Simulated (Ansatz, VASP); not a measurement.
# Be: VASP beside Ansatz

```
CELL_PARAMETERS angstrom
2.23112 0.00000 0.00000
0.00000 3.12789 0.00000
0.00000 0.00000 14.00000
ATOMIC_POSITIONS crystal
Be 0.00000 0.22208 0.50000
Be 0.00000 0.77792 0.50000
```

Alike in both runs: task single point; functional PBE; k mesh 8 × 6 × 1; occupations gaussian, width 0.1 eV; no spin polarisation.

|  | VASP | Ansatz |
| --- | --- | --- |
| version | VASP 6.6.1 | Ansatz 0.2.0 |
| potentials or method | VASP PAW PBE potentials, release 64 (Be) | scalar-relativistic, plane waves, PAW |
| plane-wave cutoff (eV) | 520 | 420 |
| valence electrons in the cell | 4 | 4 |

```csv
,VASP,Ansatz,Ansatz less VASP
gap on the k mesh at the Fermi level (eV),none,none,-
rms of the force components (eV/Å),5.499,5.438,-0.0617
```

Atom by atom the forces differ by 0.062 eV/Å (rms over components). A gap of «none» marks a metal or a gap that the smearing closes. Ansatz warned: «slab_cell_height_set».
